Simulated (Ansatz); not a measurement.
**Si$_{2}$W under strain**

These are results of DFT PBEsol, scalar-relativistic, plane waves, PAW (Ansatz 0.2.0), not measurements. Run with 420 eV cutoff, 12×12×6 k-mesh, Gaussian smearing of 0.10 eV, no spin polarisation.

Starting point, cell and atoms relaxed:

```
CELL_PARAMETERS angstrom
3.20250 0.00000 0.00000
0.00000 3.20250 0.00000
0.00000 0.00000 7.81573
ATOMIC_POSITIONS crystal
Si 0.00000 0.00000 0.33450
Si 0.50000 0.50000 0.16550
Si 0.50000 0.50000 0.83450
Si 0.00000 0.00000 0.66550
W 0.00000 0.00000 0.00000
W 0.50000 0.50000 0.50000
```

Deformation: uniaxial strain along a, with the lengths of b and c and the atoms relaxed and the angles held, all within the symmetry that the strain leaves. Energies are extrapolated to zero smearing.

Spin–orbit coupling is left out, which can shift energies with elements as heavy as these.

| strain (%) | ΔE (meV/atom) | a (Å) | b (Å) | c (Å) |
| --- | --- | --- | --- | --- |
| -4.5 | 35.3 | 3.058 | 3.244 | 7.869 |
| -3.0 | 15.1 | 3.106 | 3.229 | 7.850 |
| -1.5 | 3.5 | 3.154 | 3.216 | 7.833 |
| +0.0 | 0.0 | 3.203 | 3.203 | 7.816 |
| +1.5 | 3.4 | 3.251 | 3.189 | 7.802 |
| +3.0 | 13.7 | 3.299 | 3.178 | 7.787 |
| +4.5 | 30.2 | 3.347 | 3.167 | 7.772 |

Problem. What stiffness (1/V) d²E/dε² at zero strain does a cubic fit over all points give?

Solution. A cubic fit gives (1/V) d²E/dε² = 389 GPa at zero strain (Young's modulus along this axis, angles held).

Problem. How does the free axis b answer a small strain?

Solution. Between the innermost points its strain is -0.28 times the applied one.